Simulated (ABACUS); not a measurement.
# C (Fd-3m) in ABACUS: equation of state

How stiff is C in PBEsol, and what volume does it want? The cell is scaled to several volumes.

Everything below comes from runs of ABACUS 3.10.1. Logs are shortened: lines on timing, memory, paths and dates and some standing lists are left out, and cuts for length are marked.

**What was measured.**

From “Equation of state of cubic boron nitride at high pressures and temperatures”, 2007, arxiv:cond-mat/0702656, for a bulk crystal of C: bulk modulus 444.8 ± 0.8 GPa.

The results are compared with them further down.

### Step 1. The crystal as given

Symmetry: Fd-3m, No. 227, cubic system. The conventional cell has a = 3.567 Å, b = 3.567 Å, c = 3.567 Å, α = 90.00°, β = 90.00°, γ = 90.00°. Around C (site symmetry -43m) lie 4 C at 1.54 Å.

This isn't the form of C at room conditions, which is graphite.

### Step 2. Equation of state, PBEsol, 5.33 Å³/atom (volume scaled by 0.94)

INPUT

```
INPUT_PARAMETERS
suffix              C
calculation         scf
basis_type          pw
pseudo_dir          ./
symmetry            1
dft_functional      pbesol
ecutwfc             82
pseudo_rcut         7
nspin               1
nbands              8
ks_solver           dav
smearing_method     fd
smearing_sigma      0.00367493
scf_thr             1e-08
scf_nmax            100
mixing_type         broyden
mixing_beta         0.7
cal_force           1
cal_stress          1
kpar                4
```

STRU

```
ATOMIC_SPECIES
C 12.0110 C.upf

LATTICE_CONSTANT
1.8897261246

LATTICE_VECTORS
0.0000000000 1.7469644787 1.7469644787
1.7469644787 0.0000000000 1.7469644787
1.7469644787 1.7469644787 0.0000000000

ATOMIC_POSITIONS
Direct

C
0.0
2
0.7500000000 0.7500000000 0.7500000000 1 1 1
0.5000000000 0.5000000000 0.5000000000 1 1 1
```

KPT

```
K_POINTS
0
Gamma
13 13 13 0 0 0
```

Potentials or basis: PseudoDojo NC SR 0.4.1 PBEsol standard, plane waves.

Command:

```bash
OMP_NUM_THREADS=1 mpirun -np 4 abacus > log
```

running log:

```text
ABACUS v3.10.1

               Atomic-orbital Based Ab-initio Computation at UStc

 ------------------------------------------------------------------------------------

 READING GENERAL INFORMATION
                           global_out_dir = OUT.C/
                           global_in_card = INPUT
                               pseudo_dir = ./
                              orbital_dir =
                                    DSIZE = 4
                                    GSIZE = 1

 READING UNITCELL INFORMATION
                                    ntype = 1
                  lattice constant (Bohr) = 1.88973
              lattice constant (Angstrom) = 1

 READING ATOM TYPE 1
                               atom label = C
                      L=0, number of zeta = 1
                      L=1, number of zeta = 1
                      L=2, number of zeta = 1
             number of atom for this type = 2

                        TOTAL ATOM NUMBER = 2
DIRECT COORDINATES
    atom                   x                   y                   z     mag                  vx                  vy                  vz
taud_C1            0.7500000000        0.7500000000        0.7500000000  0.0000        0.0000000000        0.0000000000        0.0000000000
taud_C2            0.5000000000        0.5000000000        0.5000000000  0.0000        0.0000000000        0.0000000000        0.0000000000

                          Volume (Bohr^3) = 71.958
                             Volume (A^3) = 10.6631

 Lattice vectors: (Cartesian coordinate: in unit of a_0)
                   +0            +1.74696            +1.74696
             +1.74696                  +0            +1.74696
             +1.74696            +1.74696                  +0
 Reciprocal vectors: (Cartesian coordinate: in unit of 2 pi/a_0)
            -0.286211           +0.286211           +0.286211
            +0.286211           -0.286211           +0.286211
            +0.286211           +0.286211           -0.286211
 The esolver type has been set to : ksdft_pw

                PAO radial cut off (Bohr) = 7

 Read in pseudopotential file is C.upf
                     pseudopotential type = NC
          exchange-correlation functional = PBESOL
                 nonlocal core correction = 1
                        valence electrons = 4
                                     lmax = 1
                           number of zeta = 2
                     number of projectors = 4
                           L of projector = 0
                           L of projector = 0
                           L of projector = 1
                           L of projector = 1
     initial pseudo atomic orbital number = 8

 SETUP THE ELECTRONS NUMBER
             electron number of element C = 4
       total electron number of element C = 8
            AUTOSET number of electrons:  = 8
                           occupied bands = 4
                                   NBANDS = 8
                                   NLOCAL = 18

 SETUP THE PLANE WAVE BASIS
 energy cutoff for charge/potential (unit:Ry) = 328
            fft grid for charge/potential = [ 27, 27, 27 ]
                        fft grid division = [ 1, 1, 1 ]
        big fft grid for charge/potential = [ 27, 27, 27 ]
                                     nbxx = 19683
                                     nrxx = 19683

 SETUP PLANE WAVES FOR CHARGE/POTENTIAL
                    number of plane waves = 7239
                         number of sticks = 499

 PARALLEL PW FOR CHARGE/POTENTIAL
     PROC   COLUMNS(POT)             PW
        1            499           7239
 --------------- sum -------------------
        1            499           7239
                            number of |g| = 123
                                  max |g| = 29.49
                                  min |g| = 0

----------- Double Check Mixing Parameters Begin ------------
mixing_type: broyden
mixing_beta: 0.7
mixing_gg0: 1
mixing_gg0_min: 0.1
mixing_ndim: 8
----------- Double Check Mixing Parameters End ------------

 LATTICE VECTORS: (CARTESIAN COORDINATE: IN UNIT OF A0)
                   +0            +1.74696            +1.74696
             +1.74696                  +0            +1.74696
             +1.74696            +1.74696                  +0
                       right hand lattice = 1
                                   NORM_A = 2.47058
                                   NORM_B = 2.47058
                                   NORM_C = 2.47058
                           ALPHA (DEGREE) = 60
                           BETA  (DEGREE) = 60
                           GAMMA (DEGREE) = 60

 The lattice vectors have been changed (STRU_SIMPLE.cif)

(for optimal symmetric configuration:)
                             BRAVAIS TYPE = 3
                     BRAVAIS LATTICE NAME = 03. Cubic F (face-centered)
                                    ibrav = 3
                                    IBRAV = 3
                                  BRAVAIS = FACE CENTERED CUBIC
                       LATTICE CONSTANT A = 3.49393
Original cell was already a primitive cell.
                        ROTATION MATRICES = 48
              PURE POINT GROUP OPERATIONS = 24
                   SPACE GROUP OPERATIONS = 48
                                       C2 = 3
                                       C3 = 8
                                       C4 = 0
                                       C6 = 0
                                       S1 = 6
                                       S3 = 0
                                       S4 = 6
                                       S6 = 0
                              POINT GROUP = T_d
               POINT GROUP IN SPACE GROUP = O_h

 SETUP K-POINTS
                                    nspin = 1
                   Input type of k points = Monkhorst-Pack(Gamma)
                                   nkstot = 2197
                       right hand lattice = 1
(for reciprocal lattice: )
                             BRAVAIS TYPE = 2
                     BRAVAIS LATTICE NAME = 02. Cubic I (body-centered)
                                    ibrav = 2
                       right hand lattice = 1
(for k-lattice: )
                             BRAVAIS TYPE = 2
                     BRAVAIS LATTICE NAME = 02. Cubic I (body-centered)
                                    ibrav = 2
                       right hand lattice = 1
                        ROTATION MATRICES = 48
                               nkstot_ibz = 84
K-POINTS REDUCTION ACCORDING TO SYMMETRY
     IBZ    DIRECT_X    DIRECT_Y    DIRECT_Z  WEIGHT  ibz2bz
       1  0.00000000  0.00000000  0.00000000  0.0005       0
       2  0.07692308  0.07692308  0.07692308  0.0036       1
       3  0.15384615  0.15384615  0.15384615  0.0036       2
       4  0.23076923  0.23076923  0.23076923  0.0036       3
       5  0.30769231  0.30769231  0.30769231  0.0036       4
       6  0.38461538  0.38461538  0.38461538  0.0036       5
[... 22 lines left out ...]
      29  0.30769231  0.15384615  0.15384615  0.0055      37
      30  0.23076923  0.23076923  0.00000000  0.0027      42
[... 54 further k points ...]

                               nkstot now = 84
[... K-POINTS DIRECT COORDINATES: 84 rows ...]

           k-point number in this process = 21
       minimum distributed K point number = 21
[... stars of the k points ...]

[... K-POINTS CARTESIAN COORDINATES: 21 rows ...]

[... K-POINTS DIRECT COORDINATES: 21 rows ...]

 SETUP PLANE WAVES FOR WAVE FUNCTIONS
     energy cutoff for wavefunc (unit:Ry) = 82
              fft grid for wave functions = [ 27, 27, 27 ]
                    number of plane waves = 1411
                         number of sticks = 163

 PARALLEL PW FOR WAVE FUNCTIONS
     PROC   COLUMNS(POT)             PW
        1            163           1411
 --------------- sum -------------------
        1            163           1411

 SETUP NONLOCAL PSEUDOPOTENTIALS IN PLANE WAVE BASIS
 C non-local projectors:
 projector 1 L=0
 projector 2 L=0
 projector 3 L=1
 projector 4 L=1
      TOTAL NUMBER OF NONLOCAL PROJECTORS = 16

 Init Non-Local PseudoPotential table :
 Init Non-Local-Pseudopotential done.

                                     npwx = 917

 Make real space PAO into reciprocal space.
       max mesh points in Pseudopotential = 701
     dq(describe PAO in reciprocal space) = 0.01
                                    max q = 1091

 number of pseudo atomic orbitals for C is 2
WARNING: norm of atomic wavefunction # 1 of atomic type C is 0.999989, renormalized
WARNING: norm of atomic wavefunction # 2 of atomic type C is 0.999526, renormalized

 -------------------------------------------
 SELF-CONSISTENT
 -------------------------------------------
                                 init_chg = atomic

 PW ALGORITHM --------------- ION=   1  ELEC=   1--------------------------------

 Density error is 0.134916120681
                          Error Threshold = 0.01
----------------------------------------------------------
     Energy           Rydberg                 eV
----------------------------------------------------------
 E_KohnSham     -24.0041430496       -326.5931210821
 E_Harris       -23.5331256075       -320.1846000119
 E_Fermi        1.1627602958         15.8201654308
----------------------------------------------------------
[... 63 lines left out ...]
 Density error is 6.78037277146e-11
                          Error Threshold = 1.33050371209e-10
----------------------------------------------------------
     Energy           Rydberg                 eV
----------------------------------------------------------
 E_KohnSham     -24.0130270772       -326.7139944787
 E_KS(sigma->0) -24.0130270772       -326.7139944787
 E_Harris       -24.0130375995       -326.7141376419
 E_band         2.9947976559         40.7463124769
 E_one_elec     8.9874260309         122.2802043731
 E_Hartree      1.8340280535         24.9532318198
 E_xc           -8.7268339868        -118.7346677208
 E_Ewald        -26.1076471748       -355.2127629509
 E_entropy(-TS) -0.0000000000        -0.0000000000
 E_descf        0.0000000000         0.0000000000
 E_exx          0.0000000000         0.0000000000
 E_Fermi        1.2598290701         17.1408538588
----------------------------------------------------------

 charge density convergence is achieved
 final etot is -326.71399448 eV
 EFERMI = 17.140853859 eV

 STATE ENERGY(eV) AND OCCUPATIONS    NSPIN == 1
 1/21 kpoint (Cartesian) = 0.0000 0.0000 0.0000 (893 pws)
       1       -7.89602    0.000910332
       2        14.5090    0.000910332
       3        14.5090    0.000910332
       4        14.5090    0.000910332
       5        20.2458    9.76244e-31
       6        20.2458    9.76244e-31
       7        20.2458    9.76244e-31
       8        29.2905        0.00000

 2/21 kpoint (Cartesian) = 0.022016 0.022016 0.022016 (917 pws)
       1       -7.72479     0.00728266
       2        13.3774     0.00728266
       3        14.2061     0.00728266
       4        14.2061     0.00728266
       5        20.6402    2.93509e-33
       6        20.6402    2.93509e-33
       7        20.9467    6.37942e-36
       8        29.3795        0.00000
[... 31 lines left out ...]
 6/21 kpoint (Cartesian) = 0.11008 0.11008 0.11008 (911 pws)
       1       -3.72328     0.00728266
       2        2.96632     0.00728266
       3        11.7629     0.00728266
       4        11.7629     0.00728266
       5        23.1662    3.36626e-55
       6        23.1662    3.36626e-55
       7        24.0453    7.77527e-63
       8        30.4891        0.00000

[... levels at 15 further k points ...]

------------------------------------------------------------------------------------------
 TOTAL-FORCE (eV/Angstrom)
------------------------------------------------------------------------------------------
                        C1         0.0000000000         0.0000000000         0.0000000000
                        C2         0.0000000000         0.0000000000         0.0000000000
------------------------------------------------------------------------------------------

----------------------------------------------------------------
 TOTAL-STRESS (KBAR)
----------------------------------------------------------------
       270.7720251664        -0.0000000000         0.0000000000
        -0.0000000000       270.7720251664         0.0000000000
        -0.0000000000         0.0000000000       270.7720251664
----------------------------------------------------------------
 TOTAL-PRESSURE: 270.772025 KBAR

 --------------------------------------------
 !FINAL_ETOT_IS -326.7139944787479067 eV
 --------------------------------------------
```

It took 1.9 s on 4 MPI ranks of Intel Xeon 6975P-C (Granite Rapids), shared host; peak memory 0.2 GiB.

What came out:

```yaml
Free_energy: -326.7140 eV
Pressure: 27.1 GPa
Band_gap_on_the_k_mesh: 4.20 eV, indirect (least direct gap 5.74 eV)
```

Caveat: an odd mesh through Γ misses points on the zone boundary, where band edges often lie.

### Step 3. Equation of state, PBEsol, 5.44 Å³/atom (volume scaled by 0.96)

INPUT is that of step 2.

STRU

```
ATOMIC_SPECIES
C 12.0110 C.upf

LATTICE_CONSTANT
1.8897261246

LATTICE_VECTORS
0.0000000000 1.7592674508 1.7592674508
1.7592674508 0.0000000000 1.7592674508
1.7592674508 1.7592674508 0.0000000000

ATOMIC_POSITIONS
Direct

C
0.0
2
0.7500000000 0.7500000000 0.7500000000 1 1 1
0.5000000000 0.5000000000 0.5000000000 1 1 1
```

KPT is that of step 2.

Potentials or basis: PseudoDojo NC SR 0.4.1 PBEsol standard, plane waves.

Command:

```bash
OMP_NUM_THREADS=1 mpirun -np 4 abacus > log
```

It took 1.6 s on 4 MPI ranks of Intel Xeon 6975P-C (Granite Rapids), shared host; peak memory 0.2 GiB.

Results (log left out):

```yaml
Free_energy: -326.7447 eV
Pressure: 16.0 GPa
Band_gap_on_the_k_mesh: 4.15 eV, indirect (least direct gap 5.68 eV)
```

Caveat: an odd mesh through Γ misses points on the zone boundary, where band edges often lie.

### Step 4. Equation of state, PBEsol, 5.56 Å³/atom (volume scaled by 0.98)

INPUT is that of step 3.

STRU

```
ATOMIC_SPECIES
C 12.0110 C.upf

LATTICE_CONSTANT
1.8897261246

LATTICE_VECTORS
0.0000000000 1.7714007132 1.7714007132
1.7714007132 0.0000000000 1.7714007132
1.7714007132 1.7714007132 0.0000000000

ATOMIC_POSITIONS
Direct

C
0.0
2
0.7500000000 0.7500000000 0.7500000000 1 1 1
0.5000000000 0.5000000000 0.5000000000 1 1 1
```

KPT is that of step 3.

Command:

```bash
OMP_NUM_THREADS=1 mpirun -np 4 abacus > log
```

Run time: 1.5 s. Hardware: 4 MPI ranks of Intel Xeon 6975P-C (Granite Rapids), shared host; peak memory 0.2 GiB.

The run converged. Its results:

* Free energy: -326.7604 eV
* Pressure: 5.9 GPa
* Band gap on the k mesh: 4.10 eV, indirect (least direct gap 5.62 eV)

Caveat: an odd mesh through Γ misses points on the zone boundary, where band edges often lie.

### Step 5. Equation of state, PBEsol, 5.67 Å³/atom

INPUT is that of step 4.

STRU

```
ATOMIC_SPECIES
C 12.0110 C.upf

LATTICE_CONSTANT
1.8897261246

LATTICE_VECTORS
0.0000000000 1.7833700000 1.7833700000
1.7833700000 0.0000000000 1.7833700000
1.7833700000 1.7833700000 0.0000000000

ATOMIC_POSITIONS
Direct

C
0.0
2
0.7500000000 0.7500000000 0.7500000000 1 1 1
0.5000000000 0.5000000000 0.5000000000 1 1 1
```

KPT is that of step 4.

Command:

```bash
OMP_NUM_THREADS=1 mpirun -np 4 abacus > log
```

Wall time 1.5 s (4 MPI ranks of Intel Xeon 6975P-C (Granite Rapids), shared host); peak memory 0.2 GiB.

Results (log left out):

* Free energy: -326.7624 eV
* Pressure: -3.3 GPa
* Band gap on the k mesh: 4.05 eV, indirect (least direct gap 5.56 eV)

Caveat: an odd mesh through Γ misses points on the zone boundary, where band edges often lie.

### Step 6. Equation of state, PBEsol, 5.79 Å³/atom (volume scaled by 1.02)

INPUT is that of step 5.

STRU

```
ATOMIC_SPECIES
C 12.0110 C.upf

LATTICE_CONSTANT
1.8897261246

LATTICE_VECTORS
0.0000000000 1.7951807415 1.7951807415
1.7951807415 0.0000000000 1.7951807415
1.7951807415 1.7951807415 0.0000000000

ATOMIC_POSITIONS
Direct

C
0.0
2
0.7500000000 0.7500000000 0.7500000000 1 1 1
0.5000000000 0.5000000000 0.5000000000 1 1 1
```

KPT is that of step 5.

Potentials or basis: PseudoDojo NC SR 0.4.1 PBEsol standard, plane waves.

Command:

```bash
OMP_NUM_THREADS=1 mpirun -np 4 abacus > log
```

Run time: 1.7 s. Hardware: 4 MPI ranks of Intel Xeon 6975P-C (Granite Rapids), shared host; peak memory 0.2 GiB.

The run converged. Its results:

- Free energy: -326.7521 eV
- Pressure: -11.6 GPa
- Band gap on the k mesh: 4.01 eV, indirect (least direct gap 5.51 eV)

Caveat: an odd mesh through Γ misses points on the zone boundary, where band edges often lie.

### Step 7. Equation of state, PBEsol, 5.90 Å³/atom (volume scaled by 1.04)

INPUT is that of step 6.

STRU

```
ATOMIC_SPECIES
C 12.0110 C.upf

LATTICE_CONSTANT
1.8897261246

LATTICE_VECTORS
0.0000000000 1.8068380860 1.8068380860
1.8068380860 0.0000000000 1.8068380860
1.8068380860 1.8068380860 0.0000000000

ATOMIC_POSITIONS
Direct

C
0.0
2
0.7500000000 0.7500000000 0.7500000000 1 1 1
0.5000000000 0.5000000000 0.5000000000 1 1 1
```

KPT is that of step 6.

Command:

```bash
OMP_NUM_THREADS=1 mpirun -np 4 abacus > log
```

Run time: 1.6 s. Hardware: 4 MPI ranks of Intel Xeon 6975P-C (Granite Rapids), shared host; peak memory 0.2 GiB.

It converged, with:

* Free energy: -326.7304 eV
* Pressure: -19.2 GPa
* Band gap on the k mesh: 3.96 eV, indirect (least direct gap 5.45 eV)

Caveat: an odd mesh through Γ misses points on the zone boundary, where band edges often lie.

### Step 8. Equation of state, PBEsol, 6.01 Å³/atom (volume scaled by 1.06)

INPUT is that of step 7.

STRU

```
ATOMIC_SPECIES
C 12.0110 C.upf

LATTICE_CONSTANT
1.8897261246

LATTICE_VECTORS
0.0000000000 1.8183469191 1.8183469191
1.8183469191 0.0000000000 1.8183469191
1.8183469191 1.8183469191 0.0000000000

ATOMIC_POSITIONS
Direct

C
0.0
2
0.7500000000 0.7500000000 0.7500000000 1 1 1
0.5000000000 0.5000000000 0.5000000000 1 1 1
```

KPT is that of step 7.

Command:

```bash
OMP_NUM_THREADS=1 mpirun -np 4 abacus > log
```

Run time: 2.2 s. Hardware: 4 MPI ranks of Intel Xeon 6975P-C (Granite Rapids), shared host; peak memory 0.24 GiB.

It converged, with:

```yaml
Free_energy: -326.6985 eV
Pressure: -26.2 GPa
Band_gap_on_the_k_mesh: 3.92 eV, indirect (least direct gap 5.40 eV)
```

Caveat: an odd mesh through Γ misses points on the zone boundary, where band edges often lie.

### Step 9. Equation of state, PBEsol

Potentials or basis: PseudoDojo NC SR 0.4.1 PBEsol standard, plane waves.

This step only gathers the single runs of the series.

What came out:

| Property | Result |
| --- | --- |
| Equilibrium volume | 5.63 Å³/atom |
| Bulk modulus | 449 GPa |
| Pressure derivative of the bulk modulus | 3.7 |

Energy against volume, from the lowest point:
```
volume (Å³/atom)  energy (meV/atom)
           5.332              24.22
           5.445               8.88
           5.558               1.03
           5.672               0.00
           5.785               5.18
           5.899              15.99
           6.012              31.95
```

### Step 10. Comparison with measurements

Step 9. Measured bulk modulus of C: 444.8 GPa (quoted in “Equation of state of cubic boron nitride at high pressures and temperatures”, 2007, arxiv:cond-mat/0702656). This calculation gives 449 GPa (+0.9 %). 3 values of this kind are on record (442 to 444.8 GPa); this one was drawn at random among those near their median, those with a stated uncertainty first. The fit is for a static lattice scaled at fixed shape and fixed fractional positions. The cell as given is a measured one (5.67 Å³/atom); PBEsol puts the equilibrium volume -0.7 % from it, thermal expansion not counted.
